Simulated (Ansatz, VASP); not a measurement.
## Pb in VASP and in Ansatz

```
CELL_PARAMETERS angstrom
0.00000 2.51759 2.51759
2.51759 0.00000 2.51759
2.51759 2.51759 0.00000
ATOMIC_POSITIONS crystal
Pb 0.00000 0.00000 0.00000
```

Alike in both runs: task single point; functional PBE; k mesh 11 × 11 × 11; occupations fermi-dirac, width 0.2 eV; no spin polarisation.

|  | VASP | Ansatz |
| --- | --- | --- |
| version | VASP 6.6.1 | Ansatz 0.2.0 |
| potentials or method | VASP PAW PBE potentials, release 64 (Pb_d) | plane waves (420 eV) with PAW, scalar-relativistic |
| plane-wave cutoff (eV) | 520 | 420 |
| valence electrons in the cell | 14 | 14 |

|  | VASP | Ansatz | Ansatz less VASP |
| --- | --- | --- | --- |
| pressure (GPa) | 0.1 | 0.2 | +0.06 |

With one functional, cell and mesh, what is left measures potentials, basis and numerics.

Spin-orbit coupling is left out, which matters for the levels of Pb.
